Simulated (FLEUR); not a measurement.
SnSe2 under changes of volume

One of the cells (25.726 Å³/atom); the others are scaled copies at fixed shape and fractional positions:

```xyz
3
Lattice="3.8110 0.0000 0.0000 -1.9055 3.3004 0.0000 0.0000 0.0000 6.1360" Properties=species:S:1:pos:R:3 pbc="T T T"
Sn    0.0000    0.0000    0.0000
Se    1.9055    1.1001    4.6081
Se    0.0000    2.2003    1.5279
```

```yaml
Program: FLEUR MaX-R8.1 (later development tree)
Functional: LDA (Wigner correlation)
Potentials_or_basis: all-electron
Basis: FLAPW
Kmax: 3.8 1/bohr
k_mesh: 8 × 8 × 5
Occupations: fermi-dirac, width 0.05 eV
Spin: no spin polarisation
```

```csv
volume (Å³/atom),energy over the lowest point (meV/atom),gap on the mesh (eV)
24.182,64.93,0.72
24.697,?,?
25.726,10.35,0.65
26.755,0.00,0.59
27.270,0.99,0.57
```

Task: What does the run at 24.697 Å³/atom give?

Result: Energy over the lowest point 40.73 meV/atom; gap on the mesh 0.69 eV.

Worked out: A Birch-Murnaghan fit of order 2 (a polynomial in V^(-2/3)) to the other rows has its minimum at 26.86 Å³/atom with B0 = V·E''(V) = 65 GPa at fixed shape and positions, which overstates the stiffness. It gives 40.86 meV/atom at 24.697 Å³/atom, against the run's 40.73. A straight line through the other rows of the gap, of slope -1.27 eV per unit of ln V, gives 0.70 eV, against the run's 0.69.

Energies are extrapolated to zero smearing.

Caveats: the plane-wave cutoff is short for the semicore states, which can make moduli rough; spin-orbit coupling is left out, which moves the levels of the heavy elements; an odd mesh through Γ misses points on the zone boundary, where band edges often lie.
